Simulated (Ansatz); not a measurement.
Crystal: Sn.

```
Sn
1.0
    -1.89465    1.89465    1.89465
     1.89465   -1.89465    1.89465
     1.89465    1.89465   -1.89465
Sn
1
Direct
  0.00000 0.00000 0.00000
```

This isn't the form of Sn at room conditions, which is tetragonal (white tin).

```yaml
Program: Ansatz 0.2.0
Task: single point
Functional: PBE
Potentials_or_basis: all-electron LAPW, scalar-relativistic
Cutoff: 171 eV (chosen from the basis error)
Basis_error_allowed: 0.001 eV/atom
k_mesh: 10 × 10 × 10
Occupations: fermi-dirac, width 0.05 eV
Spin: no spin polarisation
```

On this cell: pressure 0.6 GPa; band gap on the k mesh none (metal or under the smearing width).

The same run follows on a disturbed copy (cell strained at random at fixed volume):

```
CELL_PARAMETERS angstrom
-1.87793 1.89840 1.91025
1.89462 -1.86981 1.89834
1.88740 1.87928 -1.88166
ATOMIC_POSITIONS crystal
Sn 0.00960 0.00631 0.99674
```

Question: What does the disturbed cell give?

Answer: The energy (extrapolated to zero smearing) moves by -0.7 meV/atom; pressure 0.6 GPa; band gap on the k mesh none (metal or under the smearing width).

Stress tensor (GPa, compression positive):
```
0.50 0.16 0.16
0.16 0.45 0.15
0.16 0.15 0.98
```
